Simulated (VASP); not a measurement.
Here is the system:

```xyz
2
Lattice="0.0000 2.9645 2.9645 2.9645 0.0000 2.9645 2.9645 2.9645 0.0000" Properties=species:S:1:pos:R:3 pbc="T T T"
Na     0.0000     0.0000     0.0000
Br     2.9645     2.9645     2.9645
```

These are PBE GGA, VASP's PBE PAW potentials (set 64) (plane waves; VASP) values and carry that method's errors. Numerical set-up: 300 eV cut-off, 5×5×5 Γ-centred mesh, Fermi-Dirac smearing of 0.010 eV, potentials Na_pv Br.

At this cut-off the stress carries a Pulay error, which pulls relaxed volumes low. Energy and stress use the plane-wave basis of the starting cell.

**Question.** The ions, cell shape and volume are relaxed. What does this cell relax into?

**Answer.** 
```xyz
2
Lattice="0.0000 3.0129 3.0129 3.0129 0.0000 3.0129 3.0129 3.0129 0.0000" Properties=species:S:1:pos:R:3 pbc="T T T"
Na     0.0000     0.0000     0.0000
Br     3.0129     3.0129     3.0129
```
Space group Fm-3m (225), at a tolerance of 0.03 Å.

**Question.** How do energy and volume change from the first to the last step?

**Answer.** The energy (σ→0) changes by -4.5 meV/atom and the volume by +5.0 %, in 3 ionic steps.

```tsv
step	E(σ→0) (eV)	max force (eV/Å)	pressure (GPa)	volume (Å³)
1	-6.1101	0.000	1.17	52.11
2	-6.1174	0.000	0.50	53.55
3	-6.1190	0.000	-0.01	54.70
```

The structure comes from a computed database's NaBr entry; how it stands against other phases isn't given here. This run relaxes it. Symmetry was kept, so distortions that lower it aren't found. The run is one of a series of settings (EDIFFG = -0.01, IBRION = 2, ISIF = 3, NSW = 50 against the base run), some of them coarse on purpose.
